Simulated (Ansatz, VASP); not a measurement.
**Two plane-wave programs on PbSe**

The input INCAR:

```
SYSTEM = PbSe
PREC = Accurate ; ENCUT = 520
EDIFF = 1E-7 ; ISMEAR = -1
SIGMA = 0.05 ; LREAL = .False.
LASPH = .True. ; NELM = 60
ALGO = Normal ; ISIF = 2
LWAVE = .False. ; LCHARG = .False.
GGA = PE ; NBANDS = 17
```

KPOINTS

```
Automatic mesh
0
Gamma
  7 7 7
  0 0 0
```

POSCAR

```
PbSe
1.0
    3.7070692621      0.0000000000      0.0000000000
    0.0000000000      3.7070692621      0.0000000000
    0.0000000000      0.0000000000      3.7070692621
Pb Se
1 1
Direct
    0.0000000000      0.0000000000      0.0000000000
    0.5000000000      0.5000000000      0.5000000000
```

The input input.yaml:

```yaml
crystal:
  lattice:
    - [3.7070692621, 0.0, 0.0]
    - [0.0, 3.7070692621, 0.0]
    - [0.0, 0.0, 3.7070692621]
  atoms:
    - { symbol: Pb, position: [0.0, 0.0, 0.0] }
    - { symbol: Se, position: [0.5, 0.5, 0.5] }
hamiltonian:
  xc: pbe
  pseudopotentials: { kind: paw }
kpoints:
  mp_grid: { grid: [7, 7, 7] }
scf:
  occupations: { method: fermi_dirac, width: 0.05 }
output:
  forces: true
  stress: true
  eigenvalues: true
```

Change from the starting cell: volume scaled by 0.94.

Alike in both runs: task single point; functional PBE; k mesh 7 × 7 × 7; occupations fermi-dirac, width 0.05 eV; no spin polarisation.

|  | VASP | Ansatz |
| --- | --- | --- |
| version | VASP 6.6.1 | Ansatz 0.2.0 |
| potentials or method | VASP PAW PBE potentials, release 64 (Pb_d, Se) | Ansatz PAW |
| plane-wave cutoff (eV) | 520 | 420 |
| valence electrons in the cell | 20 | 30 |

|  | VASP | Ansatz | Ansatz less VASP |
| --- | --- | --- | --- |
| gap on the k mesh at the Fermi level (eV) | none | none | - |
| pressure (GPa) | 3.2 | 3.2 | 0.00 |

A gap of «none» marks a metal or a gap that the smearing closes. The two sets of potentials don't hold the same shells in valence.

Spin-orbit coupling is left out, which matters for the levels of Pb.
